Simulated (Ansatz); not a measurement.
Method: DFT PBE, scalar-relativistic, plane waves, PAW in Ansatz. Settings: cutoff 420 eV, Γ-centred meshes spaced at most about 0.3 Å⁻¹, and about 0.25 Å⁻¹ or finer for metals (2π included), Gaussian smearing. No spin polarisation.

Temperature and zero-point effects are left out.

Question: Order these relaxed structures of AlH4 by energy, lowest first, with the energy over the lowest of them.
1.

```
Al H
1.0
     5.43086    0.00000    0.00000
     0.00000    5.43086    0.00000
     0.00000    0.00000    2.50504
Al H
1 4
Direct
  0.00000 0.00000 0.00000
  0.42645 0.00000 0.00000
  0.57355 0.00000 0.00000
  0.00000 0.42645 0.00000
  0.00000 0.57355 0.00000
```

2.

```
Al H
1.0
     3.30374    0.00000    0.00000
    -1.65187    2.86112    0.00000
     0.00000    0.00000    4.62650
Al H
1 4
Direct
  0.00000 0.00000 0.00000
  0.33333 0.66667 0.00000
  0.66667 0.33333 0.00000
  0.00000 0.00000 0.39185
  0.00000 0.00000 0.60815
```

Answer: 1 (0 meV/atom), 2 (78 meV/atom). Forms: cell 1 P4/mmm; cell 2 P6/mmm. Counting H atoms around Al (those within 1.25 times the shortest such distance or 1.15 times the sum of covalent radii; the shortest distance is added where it is long for a bond): cell 1 has Al 4 from 2.3 Å; cell 2 has Al 8. Cell 1 holds H–H pairs as short as in free H₂ molecules (shortest 0.80 Å); in cell 2 the shortest H–H distance is 1.00 Å, near bonding range too. Both come from invented guesses. The lowest form computed isn't among them: it has space group P1 (No. 1), 11.5 Å³/atom and lies 245 meV/atom below the best shown. Even the lowest of the cells shown lies +0.35 eV/atom against the elements.

Weakly bound directions are ill-defined at this level, which has no dispersion term (P4/mmm), and this can change margins and order among such cells. With hydrogen, zero-point motion can shift such differences by 10 meV/atom or more. Cells relaxed within their symmetry can be saddle points. Some structure types and database cells were kept out of the candidates from the start, so a known form may be missing.
